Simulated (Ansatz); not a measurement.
**CdS (Fm-3m): a soft mode frozen in**

Which phase does CdS (Fm-3m) fall into along its unstable mode, and how much energy does it gain?

Program: Ansatz 0.2.0. Level of theory: DFT LDA, scalar-relativistic, plane waves, PAW; PAW set soft_1. Results are calculated unless marked as measured.

## (1) The structure

It takes space group Fm-3m (No. 225, cubic). Conventional cell: a = 5.340 Å, b = 5.340 Å, c = 5.340 Å, α = 90.00°, β = 90.00°, γ = 90.00°. Nearest to Cd lie 6 S at 2.67 Å. S has 6 Cd at 2.67 Å nearest. Farther neighbours and most contacts between anions are not listed.

## (2) Response at finite wavevector

The cell comes from relaxations at this level that are not shown. Stability and thermal properties need the whole zone. Linear response on a 4×4×4 q mesh gives force constants as far as a supercell of that size would.

The input, input.yaml:

```yaml
crystal:
  lattice:
    - [0.0, 2.6698506594, 2.6698506594]
    - [2.6698506594, 0.0, 2.6698506594]
    - [2.6698506594, 2.6698506594, 0.0]
  atoms:
    - { symbol: Cd, position: [0.0, 0.0, 0.0] }
    - { symbol: S, position: [0.5, 0.5, 0.5] }
kpoints:
  mp_grid: { grid: [16, 16, 16] }
hamiltonian:
  xc: lda
  pseudopotentials: { kind: paw, azcp: { folder: soft_1 }, xc_functional: pbe }
scf:
  occupations: { method: methfessel_paxton, width: 0.2 }
output:
  eigenvalues: true
phonons:
  method: dfpt
  qmesh: [4, 4, 4]
  temperatures: { t_max: 1000, t_step: 50 }
  qpath:
    path:
      - [[0.0, 0.0, 0.0], [0.5, 0.0, 0.5], [0.625, 0.25, 0.625]]
      - [[0.375, 0.375, 0.75], [0.0, 0.0, 0.0], [0.5, 0.5, 0.5], [0.5, 0.25, 0.75], [0.5, 0.0, 0.5]]
    npoints: 10
```

Started as:

```bash
$ ansatz run input.yaml --threads 4 --pin off --max-ram 10240MiB --backend cpu --events-out ev --progress --plain --runs-dir out
```

Numbers of over 12 decimals in the logs are rounded to 6 here.

What it wrote:

```text
Engine: ansatz 0.2.0, aarch64-unknown-linux-gnu
Pseudopotentials: kind: paw
Pseudopotential: Cd, paw, valence charge 20, recommended cutoff 420 eV (normal), soft_1/Cd.paw.azcp
Pseudopotential: S, paw, valence charge 6, recommended cutoff 420 eV (normal), soft_1/S.paw.azcp
Functional definition: SPW92
  exchange = slater_x
  correlation = pw_c
Crystal: 2 atoms, lattice volume = 38.062 Å³
Basis set: ecut = 420 eV, 725 PW (Γ), exchange–correlation on 54×54×54 points (8 copies of the dense FFT grid, shifted against one another)
Bands: 17, of which v1, the nominal top of the filled ones, is band 13 counted from 1 (12 counted from 0)
Symmetry: 48 space group operations
k-points: 145 of 4096
Non-local potential: Cd, projectors of the file, l = 0: 3, l = 1: 2, l = 2: 2, l = 3: 1
Non-local potential: S, projectors of the file, l = 0: 2, l = 1: 2, l = 2: 1
PAW form: soft (Blöchl's): semilocal exchange-correlation on the pseudo side does not see the compensation charge
PAW frozen core: Cd, regenerated for the run's functional, and the local potential with it (the file was generated under x = pbe(κ = 0.804, μ = 0.219515), c = pbe(β = 0.066725))
PAW frozen core: S, regenerated for the run's functional, and the local potential with it (the file was generated under x = pbe(κ = 0.804, μ = 0.219515), c = pbe(β = 0.066725))
PAW one-centre angular grid: Cd, 590 points (default); XC on 64 Gauss nodes
PAW one-centre angular grid: S, 110 points (default); XC on 64 Gauss nodes
Initial density: superposition of atomic densities (chi_scale 0.1, normalization cell, long waves kept (reshape's long-wave potential 0.00 eV rms))
Initial wavefunctions: pseudopotential atomic-orbital guess
Functional: x = slater, c = lda
SCF iter   1: F=—  HF=-8988.607499 eV  |F-HF|=—  |Δ(HF+E_count)|=         —  Δρ=2.45e-2  dr2=1.71e-1  ethr=3.10e-3  ⟨swp⟩=6.3  Hψ=12601  notcnv=0
preconditioner: auto → none  [insulator: Δε(μ)=0.223 eV  Ē_g=12.801 eV  σ=0.200 eV  W_gap=0.78  n_scr=14 (ndim 8)  ℏωp=25.5 eV  f_vac=0.000  D(μ)=0.16/eV (n_scr^D=0)  ε∞_Penn≈5.0]
SCF iter   2: F=—  HF=-8988.558287 eV  |F-HF|=—  |Δ(HF+E_count)|=   4.92e-2  S|Δr|=    0.00e0  Δρ=9.67e-3  dr2=1.54e-2  ethr=6.57e-4  ⟨swp⟩=2.7  Hψ=5000  notcnv=0
SCF iter   3: F=—  HF=-8988.557219 eV  |F-HF|=—  |Δ(HF+E_count)|=   1.07e-3  S|Δr|=    0.00e0  Δρ=3.85e-3  dr2=2.44e-3  ethr=5.93e-5  ⟨swp⟩=1.1  Hψ=2475  notcnv=0
SCF iter   4: F=—  HF=-8988.557152 eV  |F-HF|=—  |Δ(HF+E_count)|=   6.71e-5  S|Δr|=    0.00e0  Δρ=2.07e-4  dr2=1.51e-5  ethr=9.37e-6  ⟨swp⟩=1.5  Hψ=2560  notcnv=0
SCF iter   5: F=—  HF=-8988.557127 eV  |F-HF|=—  |Δ(HF+E_count)|=   2.51e-5  S|Δr|=    0.00e0  Δρ=1.24e-4  dr2=4.23e-6  ethr=5.80e-8  ⟨swp⟩=3.1  Hψ=5265  notcnv=0
SCF iter   6: F=—  HF=-8988.557128 eV  |F-HF|=—  |Δ(HF+E_count)|=   2.89e-7  S|Δr|=    0.00e0  Δρ=5.29e-5  dr2=7.36e-7  ethr=1.63e-8  ⟨swp⟩=2.1  Hψ=3643  notcnv=0
SCF iter   7: F=—  HF=-8988.557133 eV  |F-HF|=—  |Δ(HF+E_count)|=   5.09e-6  S|Δr|=    0.00e0  Δρ=1.28e-5  dr2=4.25e-8  ethr=2.83e-9  ⟨swp⟩=2.4  Hψ=3992  notcnv=0
SCF iter   8: F=—  HF=-8988.557133 eV  |F-HF|=—  |Δ(HF+E_count)|=   1.10e-8  S|Δr|=    0.00e0  Δρ=1.43e-6  dr2=5.02e-10  ethr=1.63e-10  ⟨swp⟩=2.0  Hψ=3638  notcnv=0
SCF iter   9: F=-8988.557133 eV  HF=-8988.557133 eV  |F-HF|=3.64e-12  |Δ(HF+E_count)|=  1.47e-10  S|Δr|=    0.00e0  Δρ=9.89e-8  dr2=2.85e-12  ethr=1.00e-12  ⟨swp⟩=5.1  Hψ=13052  notcnv=0
SCF 1 converged in 9 iterations: F = -8988.557133 eV  dr2 = 2.85e-12
  greatest PAW one-centre occupation: 1.001 electrons in one spin orbital (limit 2), on the Cd atom at site 0 (counted from 0), in its partial waves of l = 0
Initial density: read from a saved state, or passed on in memory by an earlier SCF of this step, an earlier step, the calling program or the single point that the run made first
iter 1 solved again at ethr=2.73e-8 eV; its pass at ethr=3.10e-3 eV (dr2=7.10e-6 eV) is discarded
SCF iter   1: F=—  HF=-8988.557128 eV  |F-HF|=—  |Δ(HF+E_count)|=         —  Δρ=4.06e-7  dr2=2.88e-11  ethr=2.73e-8  ⟨swp⟩=4.4  Hψ=20886  notcnv=0
eigensolver tolerance schedule: the retry pair's looser diagonalisation over-reported the residual by 246149.75 of it (diagonalisation noise at an unbounded share of the residual, at the tolerance the schedule requests for it); recorded, not acted on — ethr = c·dr2/N_el stays at c = 1.0e-1
preconditioner: auto → none  [insulator: Δε(μ)=0.162 eV  Ē_g=12.706 eV  σ=0.200 eV  W_gap=0.63  n_scr=14 (ndim 8)  ℏωp=25.5 eV  f_vac=0.000  D(μ)=0.20/eV (n_scr^D=0)  ε∞_Penn≈5.0]
SCF iter   2: F=—  HF=-8988.557133 eV  |F-HF|=—  |Δ(HF+E_count)|=   4.98e-6  S|Δr|=    0.00e0  Δρ=4.51e-7  dr2=4.98e-11  ethr=1.00e-12  ⟨swp⟩=4.0  Hψ=6096  notcnv=0
SCF iter   3: F=—  HF=-8988.557133 eV  |F-HF|=—  |Δ(HF+E_count)|=  1.46e-11  S|Δr|=    0.00e0  Δρ=2.25e-7  dr2=1.04e-11  ethr=1.00e-12  ⟨swp⟩=1.0  Hψ=2465  notcnv=0
SCF iter   4: F=-8988.557133 eV  HF=-8988.557133 eV  |F-HF|=5.46e-12  |Δ(HF+E_count)|=  1.82e-12  S|Δr|=    0.00e0  Δρ=1.42e-7  dr2=4.02e-12  ethr=1.00e-12  ⟨swp⟩=2.4  Hψ=5333  notcnv=0
SCF 2 converged in 4 iterations: F = -8988.557133 eV  dr2 = 4.02e-12
phonons: the bands overlap, so this run is a metal and interpolates without the dipole-dipole term. If the crystal is really an insulator or semiconductor, its LO-TO splitting is missing
NSCF: frozen V_eff on 145 k-points
NSCF: frozen V_eff on 349 k-points
DFPT response loops at q = (0, 0, 0) (fractional): preconditioner auto → Kerker (q_TF=auto, 2.560 Å⁻¹) (partly filled bands, converged f_vac=0.000); β = 1.00, the filter's whole step (`scf.mixing.beta` (0.50) is not read by the response loops under this deck's `scf.mixing.preconditioner`; to damp them name `kerker` or `kerker_dos`, under which they read `scf.mixing.beta`, and type it under 1.00, their step now; both keys bind the ground state too); Broyden in place of MSR1
NSCF: frozen V_eff on 4352 k-points
DFPT response loops at q = (0, 0, 0.25) (fractional): mixed as the last ones told, above
NSCF: frozen V_eff on 2196 k-points
DFPT response loops at q = (0, 0, -0.5) (fractional): mixed as the last ones told, above
NSCF: frozen V_eff on 2320 k-points
DFPT response loops at q = (0, 0.25, 0.25) (fractional): mixed as the last ones told, above
NSCF: frozen V_eff on 8192 k-points
DFPT response loops at q = (0, 0.25, -0.5) (fractional): mixed as the last ones told, above
NSCF: frozen V_eff on 4352 k-points
DFPT response loops at q = (0, 0.25, -0.25) (fractional): mixed as the last ones told, above
NSCF: frozen V_eff on 1242 k-points
DFPT response loops at q = (0, -0.5, -0.5) (fractional): mixed as the last ones told, above
NSCF: frozen V_eff on 2320 k-points
DFPT response loops at q = (0.25, -0.5, -0.25) (fractional): mixed as the last ones told, above
SCF converged after 9 iterations
Stability not checked: this state was not tested for a lower state beside it, because cold or Methfessel-Paxton smearing, or corrected tetrahedra, fill the levels in a way that the test cannot read (fill_not_monotonic; see scf.lower_state_search)
Free energy (F): -8988.557133 eV
Harris-Foulkes:  -8988.557133 eV  (|F-HF|=3.64e-12)
Internal energy: -8988.559394 eV  (E = F + TS)
E sigma→0 (E₀):  -8988.557698 eV
Entropy (-TS):   0.002261 eV (1.131 meV/atom)
Fermi energy:    10.783940 eV
--- Per-component energies (eV) ---
  E_band       = -418.461444
  E_kinetic    = 548.126797
  E_local      = -3455.558179  (includes V_loc(G=0)·N_el)
  E_nonlocal   = 163.733551
  E_hartree    = 1587.287739
  E_xc         = -244.541917
  E_vxc        = -279.932900  (∫ρ·V_xc dr)
  E_paw        = -4540.518601  (= ΣΔE_a)
  E_vpaw       = -569.406552  (= ΣTr[D̂ρ^β])
  E_aug_tail   = 0.000274  (compensation charges beyond the density's cutoff)
  E_ewald      = -3048.008825
  E_core_change = 0.919767  (= ΣΔE_core)
  E_smearing   = 0.002261  (= −TS)
  E_closure    = 0.000000  (closes the sum)
  Σ components = -8988.557133   (vs F -8988.557133, Δ=0.00e0)
--- Band table (eV; the first three rows and the last of 145) ---
  k-point 0: bands = [... 9 lower, 2.8670, 9.7502, 9.7502, 9.7502, 11.6997, 19.8095, 19.8095, 19.8095]
  k-point 1: bands = [... 9 lower, 2.8761, 9.3399, 9.7825, 9.7825, 12.1061, 19.3277, 19.7807, 19.7807]
  k-point 2: bands = [... 9 lower, 2.9034, 8.5554, 9.8754, 9.8754, 12.8650, 18.5326, 19.4980, 19.4980]
  k-point 144: bands = [... 9 lower, 3.8298, 7.0433, 7.0433, 7.4388, 14.1876, 17.3348, 18.2425, 18.2425]
--- Phonons (Γ-DFPT): 2 representative perturbations + reference (Σ response iterations 6) ---
  ASR residual: 1.005e-4 → 0.000e0 eV/Å²; symmetrization residual: 6.873e-7 eV/Å²
  ASR residual per site (eV/Å²): 3.26e-5 1.01e-4
  Γ frequencies (cm⁻¹): 0.00 0.00 0.00 151.82 151.82 151.82
--- Phonons (arbitrary-q DFPT): 8 irreducible q on the 4×4×4 mesh ---
  q = [0.0000, 0.0000, 0.0000] (star 1, of the zone-centre solve; hermiticity 6.50e-7, symmetrization 6.58e-12): -0.00 -0.00 0.00 151.82 151.82 151.82
  q = [0.0000, 0.0000, 0.2500] (star 8, 2 solved perturbations on 2176 of 4096 k-point pairs; hermiticity 8.88e-7, symmetrization 2.49e-12): 62.20 62.20 113.43 132.51 132.51 272.37
  q = [0.0000, 0.0000, -0.5000] (star 4, 2 solved perturbations on 1098 of 4096 k-point pairs; hermiticity 9.67e-14, symmetrization 3.20e-12): -71.71 -71.71 94.33 94.33 157.75 277.80
  q = [0.0000, 0.2500, 0.2500] (star 6, 4 solved perturbations in 3616 linear systems a pass and spin channel, the states on 1160 of 4096 k-point pairs; hermiticity 7.97e-7, symmetrization 7.93e-13): 48.94 48.94 115.60 186.54 186.54 244.24
  q = [0.0000, 0.2500, -0.5000] (star 24, 4 solved perturbations in 12544 linear systems a pass and spin channel, the states on 4096 of 4096 k-point pairs; hermiticity 2.42e-6, symmetrization 1.07e-12): 73.87 86.78 117.04 163.62 196.66 266.45
  q = [0.0000, 0.2500, -0.2500] (star 12, 4 solved perturbations in 6672 linear systems a pass and spin channel, the states on 2176 of 4096 k-point pairs; hermiticity 2.24e-6, symmetrization 1.10e-12): 37.37 69.53 93.72 132.82 221.23 259.77
  q = [0.0000, -0.5000, -0.5000] (star 3, 4 solved perturbations in 1940 linear systems a pass and spin channel, the states on 621 of 4096 k-point pairs; hermiticity 1.71e-6, symmetrization 9.34e-13): 56.15 56.15 85.92 208.48 208.48 263.32
  q = [0.2500, -0.5000, -0.2500] (star 6, 4 solved perturbations in 3498 linear systems a pass and spin channel, the states on 1160 of 4096 k-point pairs; hermiticity 2.18e-6, symmetrization 1.75e-12): 77.23 77.23 109.96 210.75 240.72 240.72
  sum rule: each row above includes the acoustic sum rule's correction from the zone centre's row sums; it moved no ω² by more than (0.92 cm⁻¹)²
  mesh force constants: q→R imaginary residual 4.71e-18; ASR residual 1.005e-4 → 0.000e0 eV/Å²; symmetrization residual 3.553e-15 eV/Å²
  interpolated dispersion: 62 rows × 6 modes
  density of states and harmonic sums: on the 20×20×20 q-mesh, interpolated from the force constants of a 4×4×4 supercell (no non-analytic term)
  largest difference from the sums on the solved wave vectors: F 2.47e-2 eV, S 3.54e-5 and C_V 1.10e-5 eV/K
  zero-point energy: 0.052696 eV/cell   skipped modes (ω ≤ 0): 22, of them read as no rigid motion or as one in doubt: 19 (4.700e-2 modes/cell left out, lowest -71.71 cm⁻¹)   left out of the sums: 7.90e-3 of the cell's modes: C_V's classical limit lies that fraction below 3 k_B per atom; for a crystal, a wire or a layer, F and S can be off by more, and a phonons.interpolated_qmesh denser along its periods is the remedy for the sampling
```

Run time: 7.3 min. Hardware: 4 threads of Arm Neoverse V2, shared host; peak memory 5.3 GiB; 28 min of CPU time.

Numbers from this step:

* volume per atom: 19.03 Å³
* gap on the k-mesh: 0 eV
* sum-rule residual before enforcement: 1.01e-4 eV/Å²
* lowest frequency on the path: -71.71 cm⁻¹
* point group: m-3m
* highest frequency on the path or at a solved wavevector: 286.4 cm⁻¹
* highest optical mode at the zone centre (no LO-TO term): 151.8 cm⁻¹
* lowest optical zone-centre mode: 151.8 cm⁻¹
* lowest mode on the q mesh (acoustic modes at Γ apart): -71.71 cm⁻¹

Frequencies (cm⁻¹) solved at each irreducible wavevector; negative means imaginary. Frequencies by wavevector, by row:

```
q in reciprocal lattice units  star  mode 1  mode 2  mode 3  mode 4  mode 5  mode 6
                        0 0 0     1       0       0       0   151.8   151.8   151.8
                     0 0 0.25     8    62.2    62.2   113.4   132.5   132.5   272.4
                     0 0 -0.5     4   -71.7   -71.7    94.3    94.3   157.8   277.8
                  0 0.25 0.25     6    48.9    48.9   115.6   186.5   186.5   244.2
                  0 0.25 -0.5    24    73.9    86.8     117   163.6   196.7   266.4
                 0 0.25 -0.25    12    37.4    69.5    93.7   132.8   221.2   259.8
                  0 -0.5 -0.5     3    56.1    56.1    85.9   208.5   208.5   263.3
              0.25 -0.5 -0.25     6    77.2    77.2     110   210.8   240.7   240.7
```

Interpolated from a 4×4×4 q mesh. The phonon branches at the labelled points (cm⁻¹):

```csv
point,branch 1,branch 2,branch 3,branch 4,branch 5,branch 6
Γ,0,0,0,152,152,152
halfway,49,49,116,186,186,244
X,56,56,86,208,208,263
halfway,64,75,84,202,222,261
U,77,80,102,175,244,252
jump to K,77,80,102,175,244,252
halfway,56,63,93,124,203,262
Γ,0,0,0,152,152,152
halfway,62,62,113,132,132,272
L,-72,-72,94,94,158,278
halfway,79,89,124,129,185,270
W,77,77,110,211,241,241
halfway,68,83,88,211,221,258
X,56,56,86,208,208,263
```

The phonon branches as a text plot (rows in cm⁻¹):

```
    279 |                                   **********
    264 |        ********    ****                     ***     ***
    249 |      **        ****    *         *             * ***
    234 |    **         **  *     **                     ****
    219 |              *     ***          *             *    **
    204 |   *    *******        *   *                  * ********
    189 |  *   **       **       *       *            *
    174 |   ***           *       **                    *
    160 | **                        **  **      ***  *
    145 |*                 *        ***** **  **   **  *
    130 |                   ***** **        **       **
    115 |      ***         **    *          **      *  *****
    100 |    **   **     **  ** *          *  ********      **
     85 |   *       ********   *  **                ****** ******
     70 |  *           **********   *     *  *       *   *******
     55 |      ********      ** ****     * ** *    *           **
     40 | * ***                   ****    *         *
     25 |  *                   *     *  **
     10 | *                          *  *
     -5 |*                            **
    -19 |                                      *
    -34 |
    -49 |                                         **
    -64 |                                       ***
         Γ           X  U|K            Γ         L        W     X
```

Symmetry leaves 8 wavevectors to solve. The lowest mode among them, the acoustic zeros apart, lies at q = (0, 0, -0.5) and is imaginary, 71.7i cm⁻¹, so the energy falls along it.

## (3) The mode frozen in, largest atomic shift 0 Å

The mode followed lies at q = (0, 0, -0.5) with frequency 71.7i cm⁻¹ and is 2-fold degenerate, the softest among the wavevectors solved. At small amplitude the distorted cell has space group no. 12 by a symmetry search on the positions. The undistorted cell that holds it gives the zero of energy on the same k mesh.

System of this step: CdS. Symmetry: Fm-3m, No. 225, cubic system. Conventional cell: a = 5.340 Å, b = 5.340 Å, c = 5.340 Å, α = 90.00°, β = 90.00°, γ = 90.00°. Nearest to Cd lie 6 S at 2.67 Å. Nearest to S lie 6 Cd at 2.67 Å. Farther neighbours and most contacts between anions are not listed.

input.yaml, the sections that differ from step 2:

```yaml
crystal:
  lattice:
    - [0.0, 2.6698506594, 2.6698506594]
    - [-2.6698506594, 2.6698506594, 0.0]
    - [-2.6698506594, -2.6698506594, 5.3397013187]
  atoms:
    - { symbol: Cd, position: [0.0, 1.0, 1.0] }
    - { symbol: Cd, position: [0.0, 0.5, 0.5] }
    - { symbol: S, position: [0.5, 0.25, 0.75] }
    - { symbol: S, position: [0.5, 0.75, 0.25] }
kpoints:
  mp_grid: { grid: [15, 15, 15] }
output:
  forces: true
  stress: true
  eigenvalues: true
# hamiltonian, scf: as in step 2
# phonons: removed
```

What it wrote:

```text
[...]
Crystal: 4 atoms, lattice volume = 76.124 Å³
Basis set: ecut = 420 eV, 1479 PW (Γ)
Bands: 32, of which v1, the nominal top of the filled ones, is band 26 counted from 1 (25 counted from 0)
Symmetry: 24 space group operations
[...]
k-points: 344 of 3375
[...]
k-point 0: bands = [... 22 lower, 9.7496, 9.7501, 10.7054, 10.7054, 11.6996, 13.9096, 16.3135, 16.3135, ... 2 higher]
  k-point 1: bands = [... 22 lower, 9.7588, 9.7588, 10.6929, 10.6929, 11.8319, 13.9263, 16.3480, 16.3480, ... 2 higher]
  k-point 2: bands = [... 22 lower, 9.7863, 9.7863, 10.6562, 10.6562, 12.1521, 13.9738, 16.4500, 16.4500, ... 2 higher]
  k-point 343: bands = [... 22 lower, 7.2949, 7.5262, 9.1349, 9.3627, 13.7003, 13.9763, 16.6477, 16.9334, ... 2 higher]
[key lines of the parts left out:]
SCF converged after 7 iterations
Free energy (F): -17977.114238 eV
Fermi energy:    10.779212 eV
P = ⅓ Tr σ = 0.0080 GPa (0.080 kbar)
```

Elapsed: 7.7 s, on 4 threads; peak memory 0.77 GiB.

Numbers from this step:

- pressure: 0.008024 GPa
- energy from the undistorted cell: 0 meV/atom

The run ends at a pressure of 0.01 GPa.

## (4) The mode frozen in, largest atomic shift 0.04 Å

The atoms are moved along the unstable eigenvector, the largest shift by 0.04 Å, with the cell fixed.

input.yaml: that of step 3 with these lines changed.

```diff
@@ -8,4 +8,4 @@
     - { symbol: Cd, position: [0.0, 0.5, 0.5] }
-    - { symbol: S, position: [0.5, 0.25, 0.75] }
-    - { symbol: S, position: [0.5, 0.75, 0.25] }
+    - { symbol: S, position: [0.5122328427, 0.2438835786, 0.75] }
+    - { symbol: S, position: [0.4877671573, 0.7561164214, 0.25] }
 kpoints:
```

What it wrote:

```text
[...]
Crystal: 4 atoms, lattice volume = 76.124 Å³
Basis set: ecut = 420 eV, 1479 PW (Γ)
Bands: 32, of which v1, the nominal top of the filled ones, is band 26 counted from 1 (25 counted from 0)
Symmetry: 4 space group operations
[...]
k-points: 904 of 3375
[...]
k-point 0: bands = [... 22 lower, 9.7464, 9.7524, 10.7045, 10.7060, 11.7032, 13.9112, 16.3186, 16.3226, ... 1 higher]
  k-point 1: bands = [... 22 lower, 9.7552, 9.7555, 10.6925, 10.6937, 11.8350, 13.9278, 16.3529, 16.3567, ... 1 higher]
  k-point 2: bands = [... 22 lower, 9.7820, 9.7825, 10.6570, 10.6576, 12.1544, 13.9751, 16.4543, 16.4579, ... 1 higher]
  k-point 903: bands = [... 22 lower, 8.1872, 8.5311, 9.0209, 9.3136, 13.1888, 13.6194, 16.4702, 16.9455, ... 1 higher]
[key lines of the parts left out:]
SCF converged after 7 iterations
Free energy (F): -17977.114901 eV
Fermi energy:    10.783704 eV
P = ⅓ Tr σ = 0.0632 GPa (0.632 kbar)
```

Elapsed: 19 s, on 4 threads; peak memory 1.5 GiB.

Numbers from this step:

```
pressure                         : 0.06317 GPa
gap on the k-mesh                : 0.1411 eV
energy from the undistorted cell : -0.199 meV/atom
```

The energy, extrapolated to zero smearing, is -0.20 meV/atom against the undistorted cell.

The run ends at a pressure of 0.06 GPa, with forces up to 0.011 eV/Å.

## (5) Energy along the mode, all amplitudes (two of the runs are shown above)

An imaginary frequency means negative curvature, so the energy should fall and then rise again as anharmonic terms take over.

Numbers from this step:

- depth at the lowest point sampled: 0.199 meV/atom
- largest atomic shift at that point: 0.04 Å

Energy from the parent against largest atomic shift:

| largest atomic shift (Å) | energy from the parent (meV/atom) |
| --- | --- |
| 0.0000 | 0 |
| 0.0400 | -0.199 |
| 0.0800 | -0.142 |
| 0.1400 | 2.04 |
| 0.2200 | 12.2 |

Displacement at unit largest shift by atom:

| atom | x (Å) | y (Å) | z (Å) | size |
| --- | --- | --- | --- | --- |
| Cd1 | 0.000 | 0.000 | 0.000 | 0.000 |
| Cd2 | 0.000 | 0.000 | 0.000 | 0.000 |
| S3 | 0.408 | 0.408 | 0.816 | 0.999 |
| S4 | -0.408 | -0.408 | -0.816 | 0.999 |

The lowest of the steps tried is at 0.04 Å, 0.199 meV/atom below the parent; the bottom of the well need not coincide with a step.

(Continued in part 2 of 2.)

[Logs are printed without paths, hosts, clocks, repeated set-up lines and the standing remarks that a program may print on its own settings, such as how far it seeks lower states.]

[Hosts, paths, dates, database ids (printed as entryN), source tags and the programs' standing remarks are cut or masked in the printed files.]
